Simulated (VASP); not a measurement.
Input of a VASP 6.6.1 run:

Contents of INCAR:

```
SYSTEM = Cu
ALGO = Normal
EDIFF = 1E-7
EDIFFG = -0.01
ENCUT = 600
GGA = PE
IBRION = 2
ISIF = 2
ISMEAR = 1
LASPH = .True.
LCHARG = .False.
LREAL = .False.
LWAVE = .False.
NELM = 80
NSW = 40
PREC = Accurate
SIGMA = 0.1
```

Contents of KPOINTS:

```
k-points
0
Gamma
  18 18 18
  0 0 0
```

The input POSCAR:

```
Cu                                      
1.0
    0.0000000000      1.8417811083      1.8417811083
    1.8417811083      0.0000000000      1.8417811083
    1.8417811083      1.8417811083      0.0000000000
  Cu            
     1
Direct
     0.0000000000000000    0.0000000000000000    0.0000000000000000
```

Potentials or basis: VASP PAW PBE potentials, release 64 (Cu).

Launch:

```sh
$ cat potpaw_PBE.64/Cu/POTCAR > POTCAR
$ mpirun -np 1 vasp_std > vasp.out
```

(1) Estimate the band gap on the k mesh.

## Answers

(1) none (metal or under the smearing width).

Caveat: the relaxation stopped at its first step, so nothing moved.
